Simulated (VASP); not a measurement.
Crystal: C.

```
C
1.0
     2.45600    0.00000    0.00000
    -1.22800    2.12696    0.00000
     0.00000    0.00000    6.69600
C
4
Direct
  0.00000 0.00000 0.75000
  0.00000 0.00000 0.25000
  0.33333 0.66667 0.75000
  0.66667 0.33333 0.25000
```

```yaml
Program: VASP 6.6.1
Task: relaxation of cell and atoms
Functional: PBEsol
Potentials_or_basis: VASP PAW PBE potentials, release 64 (C)
Cutoff: 520 eV
k_mesh: 15 × 15 × 6
Occupations: gaussian, width 0.02 eV
Spin: no spin polarisation
```

At the start: pressure 2.1 GPa; volume 8.74 Å³/atom.

Q: Where does the relaxation end?

A: Over 8 steps the energy falls by 2.2 meV/atom and the volume is 9.31 Å³/atom (+6.5 %); space group P6_3/mmc (No. 194, to 0.05 Å).

The path:
```
step  energy change (eV)  largest force (eV/Å)  pressure (GPa)  volume (Å³)
   1              0.0000                0.0000            2.07        34.98
   2              0.0035                0.0000           -3.24        35.55
   3             -0.0013                0.0000            0.19        35.18
   4             -0.0023                0.0000            0.17        35.30
   5             -0.0047                0.0000            0.13        35.66
   6             -0.0078                0.0000            0.06        36.38
   7             -0.0085                0.0000           -0.05        37.81
   8             -0.0090                0.0000            0.00        37.26
```

Final structure:
```
C
1.0
     2.46095    0.00000    0.00000
    -1.23047    2.13124    0.00000
     0.00000    0.00000    7.10400
C
4
Direct
  0.00000 0.00000 0.75000
  0.00000 0.00000 0.25000
  0.33333 0.66667 0.75000
  0.66667 0.33333 0.25000
```

Caveat: the PAW data sets were made with another functional, which shifts forces and pressure a little; this functional lacks dispersion, which binds the layers, so the pressure and a relaxed spacing across them are unreliable.
